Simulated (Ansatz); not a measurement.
# In2O3 (R-3c) in Ansatz: band structure with PBEsol

Aim: the band structure of In2O3 with PBEsol.

Program: Ansatz 0.2.0. These are calculated values, not measurements. Logs are shortened: lines on timing, memory, paths and dates and some standing lists are left out, and cuts for length are marked.

**The experiment to reproduce.**

“Fabrication and performance enhancement of an In2O3/BiVO4 heterojunction for N-butanol gas sensing applications”, 2024, pmc:11650617 reports, for a powder of In2O3: band gap 3.08 eV (optical).

How close the calculation comes is told below.

### Step 1. The crystal as given

It takes space group R-3c (No. 167, trigonal). The conventional cell has a = 5.487 Å, b = 5.487 Å, c = 14.510 Å, α = 90.00°, β = 90.00°, γ = 120.00°. Around In (site symmetry 3) lie 6 O at 2.12 to 2.26 Å. O (site symmetry 2) is surrounded by 4 In at 2.12 to 2.26 Å.

### Step 2. Band structure, PBEsol

The input, input.yaml:

```yaml
crystal:
  lattice:
    - [2.7435, 1.5839604635, 4.8366666667]
    - [-2.7435, 1.5839604635, 4.8366666667]
    - [0.0, -3.167920927, 4.8366666667]
  atoms:
    - { symbol: In, position: [0.85731, 0.85731, 0.85731] }
    - { symbol: In, position: [0.64269, 0.64269, 0.64269] }
    - { symbol: In, position: [0.14269, 0.14269, 0.14269] }
    - { symbol: In, position: [0.35731, 0.35731, 0.35731] }
    - { symbol: O, position: [0.048, 0.75, 0.452] }
    - { symbol: O, position: [0.75, 0.452, 0.048] }
    - { symbol: O, position: [0.452, 0.048, 0.75] }
    - { symbol: O, position: [0.952, 0.25, 0.548] }
    - { symbol: O, position: [0.25, 0.548, 0.952] }
    - { symbol: O, position: [0.548, 0.952, 0.25] }
hamiltonian:
  xc: pbesol
  pseudopotentials: { kind: paw }
kpoints:
  mp_grid: { grid: [6, 6, 6] }
  band_path:
    path:
      - [[0.0, 0.0, 0.0], [0.5, 0.0, 0.0], [0.5, 0.2381665116, -0.2381665116]]
      - [[0.7618334884, 0.5, 0.2381665116], [0.5, 0.5, 0.5], [0.0, 0.0, 0.0], [0.3690832558, 0.0, -0.3690832558]]
      - [[0.6309167442, 0.3690832558, 0.0], [0.5, 0.5, 0.0], [0.6309167442, 0.6309167442, 0.2381665116], [0.5, 0.5, 0.5]]
      - [[0.5, 0.0, 0.0], [0.7618334884, 0.3690832558, 0.3690832558]]
    npoints: 10
scf:
  occupations: { method: fermi_dirac, width: 0.05 }
  n_extra_bands: 25
output:
  forces: true
  stress: true
  eigenvalues: true
  fatbands: true
```

Potentials or basis: Ansatz PAW.

Run with:

```sh
$ ansatz run input.yaml --threads 4 --pin off --max-ram 11264MiB --backend cpu --events-out ev --progress --plain --runs-dir out
```

Output:

```text
Warning: RAYON_NUM_THREADS=4 ignored (pool sized by the plan → 4); use --threads N
scf.n_extra_bands = 25 over 44 filled bands (N_el = 88.0): the run solves 69 bands
Engine: ansatz 0.2.0, aarch64-unknown-linux-gnu
Pseudopotentials: kind: paw
Pseudopotential: In, paw, valence charge 13, recommended cutoff 420 eV (normal), In.paw.azcp
Pseudopotential: O, paw, valence charge 6, recommended cutoff 420 eV (normal), O.paw.azcp
Functional definition: PBEsol
  exchange = pbesol_x
  correlation = pbesol_c
Crystal: 10 atoms, lattice volume = 126.109 Å³
Basis set: ecut = 420 eV, 2453 PW (Γ), exchange–correlation on 80×80×80 points (8 copies of the dense FFT grid, shifted against one another)
Bands: 69, of which v1, the nominal top of the filled ones, is band 44 counted from 1 (43 counted from 0)
Symmetry: 12 space group operations
Space group: R-3c (ITA 167), of the structure as read, at distance tolerance 5.0e-5 Å
k-points: 32 of 216
Non-local potential: In, projectors of the file, l = 0: 2, l = 1: 2, l = 2: 2, l = 3: 2
Non-local potential: O, projectors of the file, l = 0: 2, l = 1: 2, l = 2: 1
PAW form: soft (Blöchl's): semilocal exchange-correlation on the pseudo side does not see the compensation charge
PAW frozen core: In, regenerated for the run's functional, and the local potential with it (the file was generated under x = pbe(κ = 0.804, μ = 0.2195149727645171), c = pbe(β = 0.06672455060314922))
PAW frozen core: O, regenerated for the run's functional, and the local potential with it (the file was generated under x = pbe(κ = 0.804, μ = 0.2195149727645171), c = pbe(β = 0.06672455060314922))
PAW one-centre angular grid: In, 590 points (default); XC on 64 Gauss nodes
PAW one-centre angular grid: O, 110 points (default); XC on 64 Gauss nodes
Initial density: superposition of atomic densities (neutral atoms: chi_scale 0, normalization atom), corrected by the library's trained network
Initial wavefunctions: pseudopotential atomic-orbital guess
Functional: x = pbesol(κ = 0.804, μ = 0.12345679012345678), c = pbesol(β = 0.046)
SCF iter   1: F=—  HF=-25467.645622 eV  |F-HF|=—  |Δ(HF+E_count)|=         —  Δρ=1.66e-2  dr2=2.82e-1  ethr=1.77e-3  ⟨swp⟩=5.5  Hψ=9721  notcnv=0  defer=302
[... 18 lines left out ...]
  E_band       = 29.730864
  E_kinetic    = 2031.634616
  E_local      = -5854.519148  (includes V_loc(G=0)·N_el)
  E_nonlocal   = 1780.799448
  E_hartree    = 2243.621941
  E_xc         = -1285.082587
  E_vxc        = -954.399945  (∫ρ·V_xc dr)
  E_paw        = -17274.081847  (= ΣΔE_a)
  E_vpaw       = -1461.043453  (= ΣTr[D̂ρ^β])
  E_aug_tail   = 0.014480  (compensation charges beyond the density's cutoff)
  E_ewald      = -7111.109369
  E_core_change = 1.155337  (= ΣΔE_core)
  E_smearing   = -0.000001  (= −TS)
  E_closure    = -0.000000  (closes the sum)
  Σ components = -25467.567129   (vs F -25467.567129, Δ=0.00e0)
--- Forces (eV/Å), atoms counted from 1 ---
  atom   1  In    -0.00000000    -0.00000000    -0.05171156
  atom   2  In    -0.00000000    -0.00000000     0.05171156
  atom   3  In     0.00000000     0.00000000     0.05171156
  atom   4  In     0.00000000     0.00000000    -0.05171156
  atom   5  O     -0.07904179    -0.13690440     0.00000000
  atom   6  O     -0.07904179     0.13690440     0.00000000
  atom   7  O      0.15808358     0.00000000     0.00000000
  atom   8  O      0.07904179     0.13690440    -0.00000000
  atom   9  O      0.07904179    -0.13690440    -0.00000000
  atom  10  O     -0.15808358    -0.00000000    -0.00000000
  max |Σ_I F_I| component: 2.78e-17 eV/Å
--- Stress (GPa, compression-positive) ---
        2.359830       0.000000       0.000000
        0.000000       2.359830      -0.000000
        0.000000      -0.000000       1.421929
  P = ⅓ Tr σ = 2.0472 GPa (20.472 kbar)
--- Band table (eV; the first three rows and the last of 32) ---
  k-point 0: bands = ["-8.7587", "-7.8490", "-7.8490", "-7.6236", "-7.6236", "-7.5247", "-3.4339", "-3.4339", "-3.2726", "-3.2726", "-3.2615", "-3.1363", "-3.1093", "-3.1093", "-3.0589", "-3.0589", "-3.0021", "-3.0021", "-2.8896", "-2.8801", "-2.8801", "-2.8684", "-2.5755", "-2.5755", "-1.8442", "-1.8442", "3.1035", "3.4837", "4.7270", "4.7270", "5.4815", "5.7628", "6.1585", "6.1585", "6.2864", "8.0508", "8.0508", "8.3569", "8.4618", "8.4618", "8.5663", "8.5663", "8.7977", "8.7977", "10.0429", "14.3279", "15.0623", "16.1217", "17.9397", "17.9397", "17.9631", "18.2464", "18.6606", "18.6606", "19.2219", "19.5460", "19.5460", "20.9705", "20.9705", "21.3801", "23.2994", "23.2994", "24.2788", "26.0985", "26.2492", "26.7812", "26.9473", "26.9473", "27.5358"]
  k-point 1: bands = ["-8.6793", "-7.8397", "-7.8335", "-7.6916", "-7.6410", "-7.5555", "-3.4144", "-3.4030", "-3.2924", "-3.2794", "-3.2429", "-3.1543", "-3.0969", "-3.0918", "-3.0780", "-3.0617", "-3.0156", "-3.0020", "-2.9050", "-2.8778", "-2.8777", "-2.8012", "-2.6034", "-2.5592", "-1.9667", "-1.8835", "3.2239", "3.4675", "4.3999", "5.1134", "5.2786", "5.9629", "6.2527", "6.5652", "6.7475", "7.2707", "7.9261", "7.9835", "8.3329", "8.3409", "8.5692", "8.6340", "8.6391", "8.7848", "10.9384", "14.6509", "14.9153", "15.8354", "16.9118", "17.5041", "18.2988", "18.3814", "19.1473", "19.2419", "19.3198", "19.5905", "19.6004", "20.9969", "21.2077", "21.2492", "22.6347", "23.4508", "24.3654", "25.2105", "25.5594", "25.7914", "26.3733", "26.8671", "27.6688"]
  k-point 2: bands = ["-8.4636", "-7.8940", "-7.8038", "-7.7876", "-7.6878", "-7.6268", "-3.3873", "-3.3475", "-3.2888", "-3.2671", "-3.2210", "-3.1744", "-3.1312", "-3.1099", "-3.0732", "-3.0647", "-3.0113", "-2.9887", "-2.9456", "-2.8810", "-2.8719", "-2.7172", "-2.5784", "-2.5127", "-2.2047", "-2.0237", "3.4844", "3.7073", "3.9642", "5.1653", "5.6982", "6.1114", "6.2919", "6.7410", "7.1340", "7.2873", "7.5513", "7.6220", "8.1651", "8.1944", "8.2225", "8.2987", "8.7003", "8.8406", "12.3714", "14.6745", "14.8234", "15.1148", "16.5648", "17.1383", "18.0793", "18.7760", "18.9028", "19.0755", "19.4383", "20.0648", "20.5298", "20.8666", "21.1523", "22.0852", "22.4528", "23.3261", "23.5108", "24.1873", "24.7123", "24.9423", "25.7391", "26.3204", "27.3842"]
  k-point 31: bands = ["-8.1826", "-8.1826", "-7.7392", "-7.7392", "-7.7392", "-7.7392", "-3.3197", "-3.3197", "-3.3107", "-3.3107", "-3.3107", "-3.3107", "-3.1296", "-3.1296", "-3.1296", "-3.1296", "-2.8973", "-2.8973", "-2.8973", "-2.8973", "-2.7746", "-2.7746", "-2.3012", "-2.3012", "-2.3012", "-2.3012", "3.7470", "3.7470", "5.1934", "5.1934", "5.8695", "5.8695", "5.8695", "5.8695", "6.7851", "6.7851", "7.7275", "7.7275", "7.7275", "7.7275", "8.6475", "8.6475", "8.6475", "8.6475", "13.2015", "13.2015", "15.9925", "15.9925", "17.0325", "17.0325", "18.5119", "18.5119", "18.5119", "18.5119", "20.5302", "20.5302", "20.5302", "20.5302", "20.6993", "20.6993", "22.5857", "22.5857", "24.5349", "24.5349", "24.5349", "24.5349", "27.0201", "27.0201", "27.0201"]
```

bands.tsv:

```text
[... 118 lines left out ...]
```

Wall time 16 s (4 threads of Arm Neoverse V1, shared host); peak memory 0.71 GiB.

Results:

- Free energy: -25467.5671 eV
- Pressure: 2.0 GPa
- Largest force: 0.158 eV/Å
- Band gap on the k mesh: 1.20 eV, indirect (least direct gap 1.25 eV)
- Band gap along the path: 1.20 eV, indirect (least direct gap 1.25 eV)

Forces on the atoms (eV/Å):
```
In   0.000  0.000 -0.052
In   0.000  0.000  0.052
In   0.000  0.000  0.052
In   0.000  0.000 -0.052
O   -0.079 -0.137  0.000
O   -0.079  0.137  0.000
O    0.158  0.000  0.000
O    0.079  0.137  0.000
O    0.079 -0.137  0.000
O   -0.158  0.000  0.000
```

Stress tensor (GPa, compression positive):
```
2.36 0.00 0.00
0.00 2.36 0.00
0.00 0.00 1.42
```

Levels at the corners of the path, in eV from the valence-band top:
```tsv
point	band 42	band 43	band 44	band 45	band 46	band 47
Γ	-0.28	-0.04	-0.04	1.20	5.49	6.22
L	-0.77	-0.07	-0.07	4.92	4.92	5.83
B1	-0.35	-0.16	-0.16	5.54	5.54	5.87
B	-0.35	-0.16	-0.16	5.54	5.54	5.87
Z	-0.19	-0.19	-0.19	4.36	4.36	7.15
Γ	-0.28	-0.04	-0.04	1.20	5.49	6.22
X	-0.27	-0.22	-0.07	5.25	5.48	5.70
Q	-0.27	-0.22	-0.07	5.25	5.48	5.70
F	-0.35	-0.09	-0.04	5.16	5.48	6.44
P1	-0.38	-0.32	-0.11	5.43	5.59	5.71
Z	-0.19	-0.19	-0.19	4.36	4.36	7.15
L	-0.77	-0.07	-0.07	4.92	4.92	5.83
P	-0.38	-0.32	-0.11	5.43	5.59	5.71
```

Caveat: the pressure holds a Pulay correction of +0.7 GPa for the finite cutoff; spin-orbit coupling is left out, which moves the levels of the heavy elements; the PAW data sets come from PBE, with cores solved anew for the run's functional, which leaves a small shift of forces and pressure.

### Step 3. Against experiment

Step 2. Against the measured gap of In2O3, 3.08 eV (optical; powder; “Fabrication and performance enhancement of an In2O3/BiVO4 heterojunction for N-butanol gas sensing applications”, 2024, pmc:11650617), the calculated 1.20 eV is off by -1.88 eV. So large a miss can be the level of theory's own, or it may mean another phase, state or a wrong row. Spin-orbit coupling on In is left out. The value is that of PBEsol, without temperature or zero-point motion. Semilocal functionals fall short of measured gaps as a rule.
